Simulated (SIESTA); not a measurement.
# GaN under changes of volume

One of the cells (11.310 Å³/atom); the others are scaled copies at fixed shape and fractional positions:

```
Ga N
1.0
     3.18000    0.00000    0.00000
    -1.59000    2.75396    0.00000
     0.00000    0.00000    5.16600
Ga N
2 2
Direct
  0.66667 0.33333 0.50000
  0.33333 0.66667 0.00000
  0.66667 0.33333 0.87500
  0.33333 0.66667 0.37500
```

| Property | Result |
| --- | --- |
| Program | SIESTA 5.4.2 |
| Functional | LDA |
| Potentials or basis | PseudoDojo 0.4 standard (LDA files) |
| Basis | DZP (energy shift 0.003 Ry; two zetas on semicore shells) |
| Grid cutoff | 800 Ry |
| Energy shift | 0.003 Ry |
| k mesh | 10 × 10 × 5 |
| Occupations | fermi-dirac, width 0.05 eV |
| Spin | no spin polarisation |

| volume (Å³/atom) | energy over the lowest point (meV/atom) | pressure (GPa) | gap on the mesh (eV) | largest force (eV/Å) |
| --- | --- | --- | --- | --- |
| 10.632 | ? | ? | ? | ? |
| 10.858 | 6.18 | 6.7 | 2.40 | 0.128 |
| 11.084 | 0.05 | 2.1 | 2.25 | 0.124 |
| 11.310 | 0.00 | -1.9 | 2.10 | 0.120 |
| 11.537 | 5.39 | -5.6 | 1.95 | 0.118 |
| 11.763 | 15.60 | -8.8 | 1.81 | 0.115 |
| 11.989 | 30.20 | -11.8 | 1.67 | 0.113 |

What does the run at 10.632 Å³/atom give?

Energy over the lowest point 19.14 meV/atom; pressure 11.8 GPa; gap on the mesh 2.55 eV; largest force 0.135 eV/Å.

Worked out: A Birch-Murnaghan fit of order 3 (a polynomial in V^(-2/3)) to the other rows has its minimum at 11.20 Å³/atom with B0 = V·E''(V) = 201 GPa and B' = 4.4 at fixed shape and positions, which overstates the stiffness. It gives 19.05 meV/atom at 10.632 Å³/atom, against the run's 19.14, and -dE/dV = 11.7 GPa, against 11.8. A straight line through the other rows of the gap, of slope -7.38 eV per unit of ln V (its deformation potential), extrapolates to 2.56 eV, against the run's 2.55.

Energies are extrapolated to zero smearing.

Caveats: an odd mesh through Γ misses points on the zone boundary, where band edges often lie; the basis of atomic orbitals isn't converged, which shifts pressures, moduli and gaps. Spin-orbit coupling on Ga is left out.
